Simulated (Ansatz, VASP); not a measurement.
**ZnS in VASP and in Ansatz**

File INCAR:

```
PREC = Accurate ; ENCUT = 520
EDIFF = 1E-7 ; ISMEAR = 0
SIGMA = 0.05 ; LREAL = F
LASPH = T ; NELM = 60
ALGO = Normal ; ISIF = 2
LWAVE = F ; LCHARG = F
GGA = PE ; NBANDS = 16
```

The input KPOINTS:

```
regular mesh
0
Gamma
  10 10 10
```

POSCAR

```
ZnS
1.0
    0.0000000000      2.7452197500      2.6640802500
    2.7452197500      0.0000000000      2.6640802500
    2.7452197500      2.7452197500      0.0000000000
Zn S
1 1
Direct
    0.0000000000      0.0000000000      0.0000000000
    0.7500000000      0.7500000000      0.7500000000
```

Input for Ansatz:

```yaml
crystal:
  lattice:
    - [0.0, 2.74521975, 2.66408025]
    - [2.74521975, 0.0, 2.66408025]
    - [2.74521975, 2.74521975, 0.0]
  atoms:
    - { symbol: Zn, position: [0.0, 0.0, 0.0] }
    - { symbol: S, position: [0.75, 0.75, 0.75] }
basis:
  ecutwfc: 420
kpoints:
  mp_grid: { grid: [10, 10, 10] }
hamiltonian:
  xc: pbe
scf:
  occupations: { method: gaussian, width: 0.05 }
output:
  forces: true
  stress: true
  eigenvalues: true
```

Change from the starting cell: strain +0.015 along x and y, -0.015 along z, atoms carried along.

Alike in both runs: task single point; functional PBE; k mesh 10 × 10 × 10; occupations gaussian, width 0.05 eV; no spin polarisation.

```csv
,VASP,Ansatz
version,VASP 6.6.1,Ansatz 0.2.0
potentials or method,"VASP PAW PBE potentials, release 64 (Zn, S)","scalar-relativistic, plane waves, PAW"
plane-wave cutoff (eV),520,420
valence electrons in the cell,18,18
```

Ansatz gave:

| Item | Value |
| --- | --- |
| gap on the k mesh at the Fermi level (eV) | 1.97 |
| least direct gap on the mesh (eV) | 1.97 |
| pressure (GPa) | 0.3 |
| largest component of the traceless stress (GPa) | 0.78 |

Which values does VASP return?

gap on the k mesh at the Fermi level (eV): 1.97; least direct gap on the mesh (eV): 1.97; pressure (GPa): 0.4; largest component of the traceless stress (GPa): 0.77.
